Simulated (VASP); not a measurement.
# Si7Ni8 (P1) in VASP: single point with PBE

Aim: the single point of Si7Ni8 with PBE.

Everything below comes from runs of VASP 6.6.1. Logs are shortened: lines on timing, memory, paths and dates and some standing lists are left out, and cuts for length are marked.

## 1. Starting point

The typed cell holds 15 atoms: a = 6.105 Å, b = 6.447 Å, c = 6.493 Å, α = 56.72°, β = 61.47°, γ = 61.79°.

The cell was built by a generator and needn't be a form met in nature.

## 2. Single point, PBE

INCAR

```
ALGO = Fast
EDIFF = 1E-7
ENCUT = 520
GGA = PE
ISIF = 2
ISMEAR = 0
ISYM = 0
LASPH = True
LCHARG = False
LREAL = Auto
LWAVE = False
NBANDS = 67
NELM = 100
PREC = Accurate
SIGMA = 0.1
```

KPOINTS

```
k-points
0
Gamma
  3 3 3
```

POSCAR

```
Si7Ni8
1.0
   -6.1049313799     -0.0257158828     -0.0140700825
   -3.0495970636      3.0497722371     -4.7918494677
   -3.0770218306     -3.0964100687     -4.8063248656
Si Ni
7 8
Direct
    0.6434242370      0.3569434480      0.7974811485
    0.1994464380      0.3202422333      0.8328513308
    0.6802871103      0.8020747695      0.3519289920
    0.1587855824      0.8412325760      0.3130328017
    0.0982907687      0.4066381678      0.4308554201
    0.0680285285      0.9321895398      0.9091233048
    0.5939895592      0.9020848176      0.9351680518
    0.4122785174      0.5879341744      0.0684193886
    0.9279663727      0.5596287104      0.1021281505
    0.4409179614      0.0721785551      0.5889917490
    0.8941193029      0.1059963216      0.5616233781
    0.8507707613      0.6545803057      0.6868520848
    0.2982948686      0.7017216986      0.6572190592
    0.8170010376      0.1842386626      0.1395868269
    0.3456304496      0.1497623822      0.1914513836
```

Potentials or basis: VASP PAW PBE potentials, release 64 (Si, Ni).

Launch:

```
> cat potpaw_PBE.64/Si/POTCAR potpaw_PBE.64/Ni/POTCAR > POTCAR
> mpirun -np 1 vasp_std > vasp.out
```

OUTCAR:

```text
EDIFF = 1E-7
   ENCUT = 520
   GGA = PE
   ISIF = 2
   ISMEAR = 0
   ISYM = 0
   LASPH = True
   LREAL = Auto
   NELM = 100
   PREC = Accurate

 ion  position               nearest neighbor table
   1  0.643  0.357  0.797-  13 2.32  11 2.33  14 2.39  12 2.39  15 2.40   8 2.41   5 2.68   7 2.68
                             2 2.72   3 2.74   6 2.77
   2  0.199  0.320  0.833-  13 2.32  12 2.33  10 2.36  15 2.38  14 2.40   9 2.44   7 2.63   5 2.67
                             6 2.70   1 2.72   4 2.96
   3  0.680  0.802  0.352-  13 2.32  15 2.33   9 2.36  12 2.38  14 2.41  10 2.43   5 2.63   7 2.67
                             6 2.70   1 2.74   4 2.93
   4  0.159  0.841  0.313-  13 2.33  15 2.33  12 2.33  14 2.38   8 2.39  11 2.46   6 2.63   5 2.63
                             7 2.63   3 2.93   2 2.96
   5  0.098  0.407  0.431-   8 2.32  10 2.33   9 2.33  11 2.34  15 2.38  12 2.42   4 2.63   3 2.63
                             2 2.67   1 2.68   6 2.93
   6  0.068  0.932  0.909-  14 2.31  13 2.31   8 2.36  10 2.38   9 2.38  11 2.42   4 2.63   3 2.70
                             2 2.70   1 2.77   7 2.91   5 2.93
   7  0.594  0.902  0.935-   8 2.32   9 2.33  10 2.34  11 2.35  12 2.38  15 2.42   2 2.63   4 2.63
                             3 2.67   1 2.68   6 2.91
   8  0.412  0.588  0.068-   7 2.32   5 2.32   6 2.36   4 2.39   1 2.41  14 2.60  12 2.66  15 2.66
                            13 2.70   9 2.94  10 2.97
   9  0.928  0.560  0.102-   7 2.33   5 2.33   3 2.36   6 2.38   2 2.44  12 2.65  13 2.67  14 2.67
                            15 2.68  11 2.81   8 2.94
  10  0.441  0.072  0.589-   5 2.33   7 2.34   2 2.36   6 2.38   3 2.43  15 2.64  13 2.66  14 2.68
                            12 2.68  11 2.79   8 2.97
  11  0.894  0.106  0.562-   1 2.33   5 2.34   7 2.35   6 2.42   4 2.46  13 2.62  15 2.67  12 2.67
                            14 2.73  10 2.79   9 2.81
  12  0.851  0.655  0.687-   2 2.33   4 2.33   7 2.38   3 2.38   1 2.39   5 2.42   9 2.65   8 2.66
                            11 2.67  10 2.68  13 2.80  14 2.85
  13  0.298  0.702  0.657-   6 2.31   2 2.32   3 2.32   1 2.32   4 2.33  11 2.62  10 2.66   9 2.67
                             8 2.70  12 2.80  15 2.82
  14  0.817  0.184  0.140-   6 2.31   4 2.38   1 2.39   2 2.40   3 2.41   8 2.60   9 2.67  10 2.68
                            11 2.73  15 2.84  12 2.85
  15  0.346  0.150  0.191-   3 2.33   4 2.33   5 2.38   2 2.38   1 2.40   7 2.42  10 2.64   8 2.66
                            11 2.67   9 2.68  13 2.82  14 2.84

IMPORTANT INFORMATION: All symmetrisations will be switched off!
NOSYMM: (Re-)initialisation of all symmetry stuff for point group C_1.

----------------------------------------------------------------------------------------

                                     Primitive cell

  volume of cell :     179.8022

  direct lattice vectors                    reciprocal lattice vectors
    -6.104931380 -0.025715883 -0.014070083    -0.164045374  0.000485373  0.104709585
    -3.049597064  3.049772237 -4.791849468    -0.000445112  0.162951186 -0.104694145
    -3.077021831 -3.096410069 -4.806324866     0.000923999 -0.162461840 -0.103986872

  length of vectors
     6.105001755  6.446935262  6.492809667     0.194615564  0.193685702  0.192893683

  position of ions in fractional coordinates (direct lattice)
     0.643424237  0.356943448  0.797481148
     0.199446438  0.320242233  0.832851331
     0.680287110  0.802074770  0.351928992
     0.158785582  0.841232576  0.313032802
     0.098290769  0.406638168  0.430855420
     0.068028529  0.932189540  0.909123305
     0.593989559  0.902084818  0.935168052
     0.412278517  0.587934174  0.068419389
     0.927966373  0.559628710  0.102128151
     0.440917961  0.072178555  0.588991749
     0.894119303  0.105996322  0.561623378
     0.850770761  0.654580306  0.686852085
     0.298294869  0.701721699  0.657219059
     0.817001038  0.184238663  0.139586827
     0.345630450  0.149762382  0.191451384

  ion indices of the primitive-cell ions
   primitive index   ion index
                 1           1
                 2           2
                 3           3
                 4           4
                 5           5
                 6           6
                 7           7
                 8           8
                 9           9
                10          10
                11          11
                12          12
                13          13
                14          14
                15          15

[... 25 lines left out ...]

 Following reciprocal coordinates:
            Coordinates               Weight
  0.000000  0.000000  0.000000      1.000000
  0.333333  0.000000  0.000000      2.000000
  0.000000  0.333333  0.000000      2.000000
  0.333333  0.333333  0.000000      2.000000
 -0.333333  0.333333 -0.000000      2.000000
  0.000000 -0.000000  0.333333      2.000000
  0.333333  0.000000  0.333333      2.000000
 -0.333333  0.000000  0.333333      2.000000
  0.000000  0.333333  0.333333      2.000000
  0.333333  0.333333  0.333333      2.000000
 -0.333333  0.333333  0.333333      2.000000
 -0.000000 -0.333333  0.333333      2.000000
  0.333333 -0.333333  0.333333      2.000000
 -0.333333 -0.333333  0.333333      2.000000
   k-points           NKPTS =     14   k-points in BZ     NKDIM =     14   number of bands    NBANDS=     67
   number of dos      NEDOS =    301   number of ions     NIONS =     15
   total plane-waves  NPLWV = 110592
   dimension x,y,z NGX =    48 NGY =   48 NGZ =   48
   dimension x,y,z NGXF=    96 NGYF=   96 NGZF=   96
   ions per type =               7   8
   NGX,Y,Z   is equivalent  to a cutoff of  13.07, 12.38, 12.29 a.u.
   NGXF,Y,Z  is equivalent  to a cutoff of  26.14, 24.76, 24.58 a.u.
 SYSTEM =  unknown system
   PREC   = accura    normal or accurate (medium, high low for compatibility)
   ISTART =      0    job   : 0-new  1-cont  2-samecut
   ICHARG =      2    charge: 1-file 2-atom 10-const
   ISPIN  =      1    spin polarized calculation?
   LNONCOLLINEAR =      F non collinear calculations
   LSORBIT =      F    spin-orbit coupling
   LASPH  =      T    aspherical Exc in radial PAW
   ENCUT  =  520.0 eV  38.22 Ry    6.18 a.u.  11.35 11.99 12.07*2*pi/ulx,y,z
   NELM   =    100;   NELMIN=  2; NELMDL= -5     # of ELM steps
   EDIFF  = 0.1E-06   stopping-criterion for ELM
   LREAL  =      T    real-space projection
   EDIFFG = 0.1E-05   stopping-criterion for IOM
   NSW    =      0    number of steps for IOM
   IBRION =     -1    ionic relax: 0-MD 1-quasi-New 2-CG
   NFREE  =      0    steps in history (QN), initial steepest desc. (CG)
   ISIF   =      2    stress and relaxation
   ISYM   =      0    0-nonsym 1-usesym 2-fastsym
   POTIM  = 0.5000    time-step for ionic-motion
   TEBEG  =    0.0;   TEEND  =   0.0 temperature during run
   PSTRESS=    0.0 pullay stress
   NELECT =     108.0000    total number of electrons
   NUPDOWN=      -1.0000    fix difference up-down
   EMIN   =  10.00;   EMAX   =-10.00  energy-range for DOS
   EFERMI =   0.00;   METHOD = LEGACY
   ISMEAR =     0;   SIGMA  =   0.10  broadening in eV -4-tet -1-fermi 0-gaus
   EFERMI_NEDOS =   21; number of points for ismear=-14 and -15
   IALGO  =     68    algorithm
   IMIX   =      4    mixing-type and parameters
     AMIX     =   0.40;   BMIX     =  1.00
     AMIX_MAG =   1.60;   BMIX_MAG =  1.00
  volume/ion in A,a.u.               =      11.99        80.89
  Fermi-wavevector in a.u.,A,eV,Ry     =   1.381288  2.610257 25.959341  1.907958
  Thomas-Fermi vector in A             =   2.506087
   LORBIT       =      0    0 simple, 1 ext, 2 COOP (PROOUT), +10 PAW based schemes
   GGA     = PE    functional components
   LHFCALC =     F    Hartree Fock is set to
   AEXX    =    0.0000 exact exchange contribution
   IVDW    =     0    specifies the selected vdW correction
   LEPSILON=     F    determine dielectric tensor
   LRPA    =     F    only Hartree local field effects (RPA)
 non-spin polarized calculation
 RMM-DIIS sequential band-by-band and
 Gauss-broadening in eV      SIGMA  =   0.10
  energy-cutoff  :      520.00
  volume of cell :      179.80
 maximum number of plane-waves:      4872
 NGX is ok and might be reduce to    48
   NGX = 23   NGY = 23   NGZ = 25

 number of electron     107.9999991 magnetization

 Free energy of the ion-electron system (eV)
  ---------------------------------------------------
  ext. energy  EPLUGINS =         0.00000000
  ---------------------------------------------------
  free energy    TOTEN  =       -87.55828756 eV

  energy without entropy =      -87.52389992  energy(sigma->0) =      -87.54109374

 E-fermi :  10.2916     XC(G=0): -12.2751

 val. band max:       10.2764279363   @ k =   0.0000  -0.0000   0.3333
 cond. band min:      10.3105460935   @ k =   0.0000   0.3333   0.0000
 fundamental gap:      0.0341181572
 Fermi energy:        10.2916291112

 k-point     1 :       0.0000    0.0000    0.0000
  band No.  band energies     occupation
      1      -2.9575      2.00000
      2       0.7990      2.00000
      3       1.1013      2.00000
      4       1.2203      2.00000
      5       1.7664      2.00000
      6       2.4708      2.00000
[... 955 lines left out ...]
     65      13.8907      0.00000
     66      14.3905      0.00000
 [bands above 66 left out]

------------------------ aborting loop because EDIFF is reached ----------------------------------------

  FORCE on cell =-STRESS in cart. coord.  units (eV):
  Direction    XX          YY          ZZ          XY          YZ          ZX
  --------------------------------------------------------------------------------------
  -------------------------------------------------------------------------------------
  Total       -0.0370494     -0.0558308      0.1080490     -0.0077599      0.0102052      0.0429205
  in kB       -0.3301386     -0.4974960      0.9628003     -0.0691470      0.0909363      0.3824548
  external PRESSURE =       0.0450552 kB  Pullay stress =       0.0000000 kB

 VOLUME and BASIS-vectors are now :
 -----------------------------------------------------------------------------
  energy-cutoff  :      520.00
  volume of cell :      179.80
      direct lattice vectors                 reciprocal lattice vectors
    -6.104931380 -0.025715883 -0.014070083    -0.164045374  0.000485373  0.104709585
    -3.049597064  3.049772237 -4.791849468    -0.000445112  0.162951186 -0.104694145
    -3.077021831 -3.096410069 -4.806324866     0.000923999 -0.162461840 -0.103986872

 POSITION                                       TOTAL-FORCE (eV/Angst)
 -----------------------------------------------------------------------------------
     -7.47046     -1.39728     -5.55243        -0.004203     -0.002655     -0.004659
     -4.75692     -1.60731     -5.54031         0.004988     -0.011315     -0.002835
     -7.68200      1.33893     -5.54448        -0.005517      0.000634      0.004845
     -4.49800      1.59221     -5.53783         0.007971      0.011528      0.009800
     -3.16589     -0.09648     -4.02076        -0.003267      0.003988     -0.001714
     -6.05550      0.02620     -8.83741        -0.005947     -0.003791     -0.003964
     -9.25479     -0.15979     -8.82573         0.007049     -0.003153     -0.003173
     -4.52042      1.57061     -3.15194        -0.000682     -0.000738      0.022467
     -7.68606      1.36665     -3.18557        -0.002982      0.004877      0.027431
     -4.72423     -1.61497     -3.18296         0.012813     -0.001834      0.016855
     -7.50991     -1.43874     -3.21984        -0.014800     -0.005774      0.012785
     -9.30356     -0.15233     -6.44985         0.006649      0.002791     -0.014022
     -5.98332      0.09740     -6.52555        -0.008842     -0.000565     -0.016756
     -5.97910      0.10866     -1.56524        -0.001889      0.000799     -0.023948
     -3.15587     -0.14496     -1.64268         0.008660      0.005210     -0.023112
 -----------------------------------------------------------------------------------
    total drift:                                0.002028      0.000897     -0.001595

  FREE ENERGIE OF THE ION-ELECTRON SYSTEM (eV)
  ---------------------------------------------------
  free  energy   TOTEN  =       -87.5582875571 eV

  energy  without entropy=      -87.5238999158  energy(sigma->0) =      -87.54109374
```

Run time: 8.2 min. Hardware: 1 thread of Intel Xeon 6975P-C (Granite Rapids), shared host; peak memory 0.37 GiB.

What came out:

- Free energy: -87.5583 eV
- Pressure: 0.0 GPa
- Largest force: 0.028 eV/Å
- Band gap on the k mesh: none (metal or under the smearing width)

Forces on the atoms (eV/Å):
```
Si  -0.004 -0.003 -0.005
Si   0.005 -0.011 -0.003
Si  -0.006  0.001  0.005
Si   0.008  0.012  0.010
Si  -0.003  0.004 -0.002
Si  -0.006 -0.004 -0.004
Si   0.007 -0.003 -0.003
Ni  -0.001 -0.001  0.022
Ni  -0.003  0.005  0.027
Ni   0.013 -0.002  0.017
Ni  -0.015 -0.006  0.013
Ni   0.007  0.003 -0.014
Ni  -0.009 -0.001 -0.017
Ni  -0.002  0.001 -0.024
Ni   0.009  0.005 -0.023
```

Levels at points of the mesh, in eV from the Fermi level:
```
           k point  band 52  band 53  band 54  band 55  band 56  band 57
(0.00, 0.00, 0.00)    -1.04    -0.94    -0.91    -0.73     1.56     1.69
```

Caveat: the k mesh is coarse (spacing up to 0.41 Å⁻¹), so the values aren't converged. Spin polarisation is off, so any magnetic state and its effect on volume and gap are missing.
